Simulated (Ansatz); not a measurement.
**S: relaxation of cell and atoms**

Level of theory: DFT, PBE, PAW with Ansatz's default frozen-core files, scalar-relativistic (Ansatz 0.2.0).

Command: `ansatz run input.yaml --threads 1 --pin off --max-ram 2048MiB --backend cpu --events-out ev --progress --plain --runs-dir out` The run took about 5 s on 1 thread of a shared machine.

```yaml
crystal:
  lattice:
    - [0.0, 1.7717639764, 1.7717639764]
    - [1.7717639764, 0.0, 1.7717639764]
    - [1.7717639764, 1.7717639764, 0.0]
  atoms:
    - { symbol: S, position: [0.0, 0.0, 0.0] }
kpoints:
  mp_grid: { grid: [16, 16, 16] }
scf:
  occupations: { method: fermi_dirac, width: 0.03 }
hamiltonian:
  xc: pbe
  pseudopotentials: { kind: paw }
output:
  forces: true
  stress: true
relax:
  f_tol: 0.005
  max_steps: 80
  cell: {}
```

The cell is built from the fcc type as a first guess.

The cutoff is 420 eV; energies and pressures of the walk include the program's estimate of the Pulay term.

Each frame lists the cell vectors (Å), then Cartesian positions (Å); symmetry keeps all forces zero. Free energies count from the first step, -900.1461 eV.

The walk took 8 evaluations in all; steps that aren't listed are left out.

Step 1: E = 0.0 meV, P = 58.22 GPa

```
cell 0.0000 1.7718 1.7718 1.7718 0.0000 1.7718 1.7718 1.7718 0.0000
S     0.0000    0.0000    0.0000
```

Step 2:

```
cell 0.0000 1.8581 1.8581 1.8581 0.0000 1.8581 1.8581 1.8581 0.0000
S     0.0000    0.0000    0.0000
```

Step 3: E = -614.0 meV, P = 7.29 GPa

```
cell 0.0000 1.9429 1.9429 1.9429 0.0000 1.9429 1.9429 1.9429 0.0000
S     0.0000    0.0000    0.0000
```

Step 4: E = -636.8 meV, P = 1.54 GPa

```
cell 0.0000 1.9800 1.9800 1.9800 0.0000 1.9800 1.9800 1.9800 0.0000
S     0.0000    0.0000    0.0000
```

Give the energy, pressure of step 2.

E = -433.8 meV, P = 26.22 GPa
```
S     0.0000    0.0000    0.0000
```

How does the relaxation end?

It converges, with a = 3.988 Å, b = 3.988 Å, c = 3.988 Å, α = 90.00°, β = 90.00°, γ = 90.00° (conventional cell, space group Fm-3m). The last solve (on a basis chosen afresh for the final cell, so its energy is not quite comparable) gives E = -641.9 meV, P = 0.02 GPa:
```
cell 0.0000 1.9940 1.9940 1.9940 0.0000 1.9940 1.9940 1.9940 0.0000
S     0.0000    0.0000    0.0000
```
